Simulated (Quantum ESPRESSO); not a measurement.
# C (Fd-3m) in Quantum ESPRESSO: further runs, part 2 of 2

Quantum ESPRESSO 7.5. The steps go on from the part before.

**3. Single point, LDA, 5.33 Å³/atom**

pw.in

```
&CONTROL
  calculation = 'scf'
  prefix = 'pwscf'
  outdir = './tmp'
  pseudo_dir = './pseudo'
  tprnfor = .true.
  tstress = .true.
  disk_io = 'nowf'
/
&SYSTEM
  ibrav = 0
  nat = 2
  ntyp = 1
  ecutwfc = 82
  nbnd = 9
  occupations = 'smearing'
  smearing = 'fd'
  degauss = 0.00367493
/
&ELECTRONS
  conv_thr = 4d-10
  electron_maxstep = 120
  mixing_beta = 0.5
/
ATOMIC_SPECIES
C     12.0110 C.upf
CELL_PARAMETERS angstrom
   0.0000000000    1.7469644787    1.7469644787
   1.7469644787    0.0000000000    1.7469644787
   1.7469644787    1.7469644787    0.0000000000
ATOMIC_POSITIONS crystal
C      0.7500000000    0.7500000000    0.7500000000
C      0.5000000000    0.5000000000    0.5000000000
K_POINTS automatic
13 13 13 0 0 0
```

Potentials or basis: PseudoDojo 0.4.1 SR LDA standard.

On the command line:

```
OMP_NUM_THREADS=1 pw.x -in pw.in > pw.out
```

pw.out:

```text
This program is part of the open-source Quantum ESPRESSO suite
     for quantum simulation of materials; please cite
         "P. Giannozzi et al., J. Phys.:Condens. Matter 21 395502 (2009);
         "P. Giannozzi et al., J. Phys.:Condens. Matter 29 465901 (2017);
         "P. Giannozzi et al., J. Chem. Phys. 152 154105 (2020);
     in publications or presentations arising from this work. More details at

     Message from routine setup:
     using ibrav=0 with symmetry is DISCOURAGED, use correct ibrav instead

     G-vector sticks info
     --------------------
     sticks:   dense  smooth     PW     G-vecs:    dense   smooth      PW
     Sum         499     499    163                 7239     7239    1363

     Using Slab Decomposition

     bravais-lattice index     =            0
     lattice parameter (alat)  =       4.6687  a.u.
     unit-cell volume          =      71.9580 (a.u.)^3
     number of atoms/cell      =            2
     number of atomic types    =            1
     number of electrons       =         8.00
     number of Kohn-Sham states=            9
     kinetic-energy cutoff     =      82.0000  Ry
     charge density cutoff     =     328.0000  Ry
     scf convergence threshold =      4.0E-10
     mixing beta               =       0.5000
     number of iterations used =            8  plain     mixing
     Exchange-correlation= SLA  PW   NOGX NOGC
                           (   1   4   0   0   0   0   0)

     celldm(1)=   4.668721  celldm(2)=   0.000000  celldm(3)=   0.000000
     celldm(4)=   0.000000  celldm(5)=   0.000000  celldm(6)=   0.000000

     crystal axes: (cart. coord. in units of alat)
               a(1) = (   0.000000   0.707107   0.707107 )
               a(2) = (   0.707107   0.000000   0.707107 )
               a(3) = (   0.707107   0.707107   0.000000 )

     reciprocal axes: (cart. coord. in units 2 pi/alat)
               b(1) = ( -0.707107  0.707107  0.707107 )
               b(2) = (  0.707107 -0.707107  0.707107 )
               b(3) = (  0.707107  0.707107 -0.707107 )

     PseudoPot. # 1 for C  read from file:
     C.upf
     Pseudo is Norm-conserving + core correction, Zval =  4.0
     Generated using ONCVPSP code by D. R. Hamann
     Using radial grid of 1234 points,  4 beta functions with:
                l(1) =   0
                l(2) =   0
                l(3) =   1
                l(4) =   1

     atomic species   valence    mass     pseudopotential
     C                 4.00    12.01100     C ( 1.00)

     48 Sym. Ops., with inversion, found (24 have fractional translation)

   Cartesian axes

     site n.     atom                  positions (alat units)
         1        C      tau(   1) = (   1.0606602   1.0606602   1.0606602  )
         2        C      tau(   2) = (   0.7071068   0.7071068   0.7071068  )

     number of k points=    84  Fermi-Dirac smearing, width (Ry)=  0.0037
                       cart. coord. in units 2pi/alat
        k(    1) = (   0.0000000   0.0000000   0.0000000), wk =   0.0009103
        k(    2) = (   0.0543928   0.0543928  -0.0543928), wk =   0.0072827
        k(    3) = (   0.1087857   0.1087857  -0.1087857), wk =   0.0072827
        k(    4) = (   0.1631785   0.1631785  -0.1631785), wk =   0.0072827
        k(    5) = (   0.2175713   0.2175713  -0.2175713), wk =   0.0072827
        k(    6) = (   0.2719641   0.2719641  -0.2719641), wk =   0.0072827
[... 76 lines left out ...]
        k(   83) = (   0.0000000  -0.4351426   0.6527140), wk =   0.0218480
        k(   84) = (  -0.0543928  -0.3807498   0.7071068), wk =   0.0218480

     Dense  grid:     7239 G-vectors     FFT dimensions: (  32,  32,  32)

     Initial potential from superposition of free atoms

     starting charge       7.9999, renormalised to       8.0000
     Starting wfcs are    8 randomized atomic wfcs +    1 random wfcs

     Self-consistent Calculation

     iteration #  1     ecut=    82.00 Ry     beta= 0.50
     Davidson diagonalization with overlap
     ethr =  1.00E-02,  avg # of iterations =  4.6

     total energy              =     -24.12837712 Ry
     estimated scf accuracy    <       0.14120268 Ry

     iteration #  2     ecut=    82.00 Ry     beta= 0.50
     Davidson diagonalization with overlap
     ethr =  1.77E-03,  avg # of iterations =  1.1

     total energy              =     -24.12539773 Ry
     estimated scf accuracy    <       0.01831612 Ry

     iteration #  3     ecut=    82.00 Ry     beta= 0.50
     Davidson diagonalization with overlap
     ethr =  2.29E-04,  avg # of iterations =  2.1

     total energy              =     -24.12756787 Ry
     estimated scf accuracy    <       0.00018390 Ry

     iteration #  4     ecut=    82.00 Ry     beta= 0.50
     Davidson diagonalization with overlap
     ethr =  2.30E-06,  avg # of iterations =  5.7

     total energy              =     -24.12759050 Ry
     estimated scf accuracy    <       0.00002180 Ry

     iteration #  5     ecut=    82.00 Ry     beta= 0.50
     Davidson diagonalization with overlap
     ethr =  2.72E-07,  avg # of iterations =  2.0

     total energy              =     -24.12759408 Ry
     estimated scf accuracy    <       0.00000036 Ry

     iteration #  6     ecut=    82.00 Ry     beta= 0.50
     Davidson diagonalization with overlap
     ethr =  4.49E-09,  avg # of iterations =  1.9

     total energy              =     -24.12759396 Ry
     estimated scf accuracy    <       0.00000043 Ry

     iteration #  7     ecut=    82.00 Ry     beta= 0.50
     Davidson diagonalization with overlap
     ethr =  4.49E-09,  avg # of iterations =  1.0
[... 4 lines left out ...]
     iteration #  8     ecut=    82.00 Ry     beta= 0.50
     Davidson diagonalization with overlap
     ethr =  1.75E-09,  avg # of iterations =  1.0

     total energy              =     -24.12759391 Ry
     estimated scf accuracy    <       0.00000003 Ry

     iteration #  9     ecut=    82.00 Ry     beta= 0.50
     Davidson diagonalization with overlap
     ethr =  4.23E-10,  avg # of iterations =  1.0

     total energy              =     -24.12759390 Ry
     estimated scf accuracy    <       0.00000002 Ry

     iteration # 10     ecut=    82.00 Ry     beta= 0.50
     Davidson diagonalization with overlap
     ethr =  2.95E-10,  avg # of iterations =  1.0

     total energy              =     -24.12759390 Ry
     estimated scf accuracy    <          4.7E-09 Ry

     iteration # 11     ecut=    82.00 Ry     beta= 0.50
     Davidson diagonalization with overlap
     ethr =  5.89E-11,  avg # of iterations =  1.0

     total energy              =     -24.12759390 Ry
     estimated scf accuracy    <          3.9E-09 Ry

     iteration # 12     ecut=    82.00 Ry     beta= 0.50
     Davidson diagonalization with overlap
     ethr =  4.94E-11,  avg # of iterations =  1.5

     End of self-consistent calculation

          k = 0.0000 0.0000 0.0000 (   893 PWs)   bands (ev):

    -7.9225  14.2728  14.2728  14.2728  20.0091  20.0091  20.0091  29.2245
    34.0959

          k = 0.0544 0.0544-0.0544 (   917 PWs)   bands (ev):

    -7.7520  13.1610  13.9731  13.9731  20.3986  20.3986  20.7082  29.2941
    34.3661

          k = 0.1088 0.1088-0.1088 (   914 PWs)   bands (ev):

    -7.2419  10.8045  13.3018  13.3018  21.2744  21.2744  21.9001  29.4912
    34.9665

          k = 0.1632 0.1632-0.1632 (   908 PWs)   bands (ev):

    -6.3969   8.1048  12.5794  12.5794  22.1468  22.1468  22.8790  29.7679
    35.4486

          k = 0.2176 0.2176-0.2176 (   905 PWs)   bands (ev):

    -5.2281   5.3979  11.9714  11.9714  22.7051  22.7051  23.5510  30.0284
    35.7325

          k = 0.2720 0.2720-0.2720 (   911 PWs)   bands (ev):

    -3.7635   2.8528  11.5458  11.5458  22.9244  22.9244  23.9624  30.1810
    36.1298

          k = 0.3264 0.3264-0.3264 (   899 PWs)   bands (ev):

    -2.1550   0.6895  11.3286  11.3286  22.9670  22.9670  24.1580  30.2284
    36.6150

          k = 0.1088-0.0000 0.0000 (   909 PWs)   bands (ev):

    -7.6952  13.4145  13.4145  13.7654  19.8456  21.0616  21.0616  29.2275
    34.4677

          k = 0.1632 0.0544-0.0544 (   906 PWs)   bands (ev):

    -7.2984  11.5988  12.6339  13.4504  20.1204  22.0871  22.1670  29.1117
    34.9950
[... 346 lines left out ...]
          k =-0.1088-0.4351 0.6527 (   902 PWs)   bands (ev):

    -0.0899   3.2763   5.5776   7.1712  22.6879  24.8623  27.2664  30.0601
    34.5103

          k =-0.0544-0.3807 0.5983 (   907 PWs)   bands (ev):

     0.6572   2.5548   5.0478   7.3647  23.0652  25.8031  28.1299  28.6461
    33.7271

          k = 0.0000-0.3264 0.5439 (   899 PWs)   bands (ev):

    -0.6335   3.7690   5.0551   8.0523  23.5511  24.7371  27.4911  29.7879
    33.3638

          k =-0.0544-0.4895 0.7071 (   900 PWs)   bands (ev):

     0.6058   2.8417   6.0038   6.3748  22.0625  22.6600  29.1031  30.4534
    36.2576

          k = 0.0000-0.4351 0.6527 (   904 PWs)   bands (ev):

     1.6263   2.2273   4.8768   6.5863  22.6392  24.8209  28.4409  29.0772
    35.3734

          k =-0.0544-0.3807 0.7071 (   905 PWs)   bands (ev):

     1.2688   2.7739   5.0238   6.0512  24.5931  24.8564  27.2366  28.4026
    35.3253

     the Fermi energy is    16.5707 ev

!    total energy              =     -24.12759390 Ry
     estimated scf accuracy    <          2.1E-11 Ry
     smearing contrib. (-TS)   =       0.00000000 Ry
     internal energy E=F+TS    =     -24.12759390 Ry

     The total energy is F=E-TS. E is the sum of the following terms:
     one-electron contribution =       8.90325821 Ry
     hartree contribution      =       1.85269231 Ry
     xc contribution           =      -8.77589724 Ry
     ewald contribution        =     -26.10764717 Ry

     convergence has been achieved in  12 iterations

     Forces acting on atoms (cartesian axes, Ry/au):

     atom    1 type  1   force =     0.00000000    0.00000000   -0.00000000
     atom    2 type  1   force =    -0.00000000   -0.00000000    0.00000000

     Total force =     0.000000     Total SCF correction =     0.000000

     Computing stress (Cartesian axis) and pressure

          total   stress  (Ry/bohr**3)                   (kbar)     P=      182.61
   0.00124139  -0.00000000  -0.00000000          182.61       -0.00       -0.00
  -0.00000000   0.00124139  -0.00000000           -0.00      182.61       -0.00
  -0.00000000  -0.00000000   0.00124139           -0.00       -0.00      182.61

=------------------------------------------------------------------------------=
   JOB DONE.
=------------------------------------------------------------------------------=
```

It took 7.8 s on 1 thread of Intel Xeon Platinum 8488C (Sapphire Rapids), shared host; peak memory 0.09 GiB.

What came out:

```
Free energy            : -328.2726 eV
Pressure               : 18.3 GPa
Band gap on the k mesh : 4.31 eV, indirect (least direct gap 5.74 eV)
```

Caveat: an odd mesh through Γ misses points on the zone boundary, where band edges often lie.

**4. Single point, LDA, 5.44 Å³/atom**

pw.in: that of step 3 with these lines changed.

```diff
@@ -27,5 +27,5 @@
 CELL_PARAMETERS angstrom
-   0.0000000000    1.7469644787    1.7469644787
-   1.7469644787    0.0000000000    1.7469644787
-   1.7469644787    1.7469644787    0.0000000000
+   0.0000000000    1.7592674508    1.7592674508
+   1.7592674508    0.0000000000    1.7592674508
+   1.7592674508    1.7592674508    0.0000000000
 ATOMIC_POSITIONS crystal
```

On the command line:

```
OMP_NUM_THREADS=1 pw.x -in pw.in > pw.out
```

Run time: 9.6 s. Hardware: 1 thread of Intel Xeon Platinum 8488C (Sapphire Rapids), shared host; peak memory 0.09 GiB.

It converged, with:

```yaml
Free_energy: -328.2911 eV
Pressure: 7.5 GPa
Band_gap_on_the_k_mesh: 4.25 eV, indirect (least direct gap 5.68 eV)
```

Caveat: an odd mesh through Γ misses points on the zone boundary, where band edges often lie.

**5. Single point, LDA, 5.56 Å³/atom**

pw.in: that of step 4 with these lines changed.

```diff
@@ -27,5 +27,5 @@
 CELL_PARAMETERS angstrom
-   0.0000000000    1.7592674508    1.7592674508
-   1.7592674508    0.0000000000    1.7592674508
-   1.7592674508    1.7592674508    0.0000000000
+   0.0000000000    1.7714007132    1.7714007132
+   1.7714007132    0.0000000000    1.7714007132
+   1.7714007132    1.7714007132    0.0000000000
 ATOMIC_POSITIONS crystal
```

On the command line:

```
OMP_NUM_THREADS=1 pw.x -in pw.in > pw.out
```

Wall time 6.9 s (1 thread of Intel Xeon Platinum 8488C (Sapphire Rapids), shared host); peak memory 0.09 GiB.

It converged, with:

```
Free energy            : -328.2949 eV
Pressure               : -2.3 GPa
Band gap on the k mesh : 4.20 eV, indirect (least direct gap 5.62 eV)
```

Caveat: an odd mesh through Γ misses points on the zone boundary, where band edges often lie.

**6. Single point, LDA, 5.67 Å³/atom**

pw.in: that of step 5 with these lines changed.

```diff
@@ -27,5 +27,5 @@
 CELL_PARAMETERS angstrom
-   0.0000000000    1.7714007132    1.7714007132
-   1.7714007132    0.0000000000    1.7714007132
-   1.7714007132    1.7714007132    0.0000000000
+   0.0000000000    1.7833700000    1.7833700000
+   1.7833700000    0.0000000000    1.7833700000
+   1.7833700000    1.7833700000    0.0000000000
 ATOMIC_POSITIONS crystal
```

Potentials or basis: PseudoDojo 0.4.1 SR LDA standard.

On the command line:

```
OMP_NUM_THREADS=1 pw.x -in pw.in > pw.out
```

Wall time 7.1 s (1 thread of Intel Xeon Platinum 8488C (Sapphire Rapids), shared host); peak memory 0.09 GiB.

It converged, with:

| Property | Result |
| --- | --- |
| Free energy | -328.2856 eV |
| Pressure | -11.2 GPa |
| Band gap on the k mesh | 4.15 eV, indirect (least direct gap 5.56 eV) |

Caveat: an odd mesh through Γ misses points on the zone boundary, where band edges often lie.

**7. Single point, LDA, 5.79 Å³/atom**

pw.in: that of step 6 with these lines changed.

```diff
@@ -27,5 +27,5 @@
 CELL_PARAMETERS angstrom
-   0.0000000000    1.7833700000    1.7833700000
-   1.7833700000    0.0000000000    1.7833700000
-   1.7833700000    1.7833700000    0.0000000000
+   0.0000000000    1.7951807415    1.7951807415
+   1.7951807415    0.0000000000    1.7951807415
+   1.7951807415    1.7951807415    0.0000000000
 ATOMIC_POSITIONS crystal
```

On the command line:

```
OMP_NUM_THREADS=1 pw.x -in pw.in > pw.out
```

It took 6.6 s on 1 thread of Intel Xeon Platinum 8488C (Sapphire Rapids), shared host; peak memory 0.09 GiB.

It converged, with:

* Free energy: -328.2642 eV
* Pressure: -19.3 GPa
* Band gap on the k mesh: 4.10 eV, indirect (least direct gap 5.50 eV)

Caveat: an odd mesh through Γ misses points on the zone boundary, where band edges often lie.

**8. Single point, LDA, 5.90 Å³/atom**

pw.in: that of step 7 with these lines changed.

```diff
@@ -27,5 +27,5 @@
 CELL_PARAMETERS angstrom
-   0.0000000000    1.7951807415    1.7951807415
-   1.7951807415    0.0000000000    1.7951807415
-   1.7951807415    1.7951807415    0.0000000000
+   0.0000000000    1.8068380860    1.8068380860
+   1.8068380860    0.0000000000    1.8068380860
+   1.8068380860    1.8068380860    0.0000000000
 ATOMIC_POSITIONS crystal
```

On the command line:

```
OMP_NUM_THREADS=1 pw.x -in pw.in > pw.out
```

Run time: 6.7 s. Hardware: 1 thread of Intel Xeon Platinum 8488C (Sapphire Rapids), shared host; peak memory 0.09 GiB.

Results (log left out):

| Item | Value |
| --- | --- |
| Free energy | -328.2319 eV |
| Pressure | -26.7 GPa |
| Band gap on the k mesh | 4.06 eV, indirect (least direct gap 5.45 eV) |

Caveat: an odd mesh through Γ misses points on the zone boundary, where band edges often lie.

**9. Single point, LDA, 6.01 Å³/atom**

pw.in: that of step 8 with these lines changed.

```diff
@@ -27,5 +27,5 @@
 CELL_PARAMETERS angstrom
-   0.0000000000    1.8068380860    1.8068380860
-   1.8068380860    0.0000000000    1.8068380860
-   1.8068380860    1.8068380860    0.0000000000
+   0.0000000000    1.8183469191    1.8183469191
+   1.8183469191    0.0000000000    1.8183469191
+   1.8183469191    1.8183469191    0.0000000000
 ATOMIC_POSITIONS crystal
```

Potentials or basis: PseudoDojo 0.4.1 SR LDA standard.

On the command line:

```
OMP_NUM_THREADS=1 pw.x -in pw.in > pw.out
```

Wall time 6.7 s (1 thread of Intel Xeon Platinum 8488C (Sapphire Rapids), shared host); peak memory 0.09 GiB.

The run converged. Its results:

```yaml
Free_energy: -328.1896 eV
Pressure: -33.4 GPa
Band_gap_on_the_k_mesh: 4.01 eV, indirect (least direct gap 5.39 eV)
```

Caveat: the cell as given lies far from equilibrium; an odd mesh through Γ misses points on the zone boundary, where band edges often lie.

**10. Equation of state, LDA**

No new run: the results of the series are fitted here.

What came out:

```yaml
Equilibrium_volume: 5.53 Å³/atom
Bulk_modulus: 465 GPa
Pressure_derivative_of_the_bulk_modulus: 3.7
```

Energy against volume, from the lowest point:
```csv
volume (Å³/atom),energy (meV/atom)
5.332,11.16
5.445,1.94
5.558,0.00
5.672,4.68
5.785,15.38
5.899,31.55
6.012,52.69
```

**11. Comparison with measurements**

Step 10. A measured bulk modulus of C is 444.8 GPa (quoted in “Equation of state of cubic boron nitride at high pressures and temperatures”, 2007, arxiv:cond-mat/0702656); the calculated 465 GPa misses it by +4.6 %. 3 values of this kind are on record (442 to 444.8 GPa); this one was drawn at random among those near their median, those with a stated uncertainty first. The fit is for a static lattice scaled at fixed shape and fixed fractional positions. The cell as given is a measured one (5.67 Å³/atom); LDA puts the equilibrium volume -2.4 % from it, thermal expansion not counted.
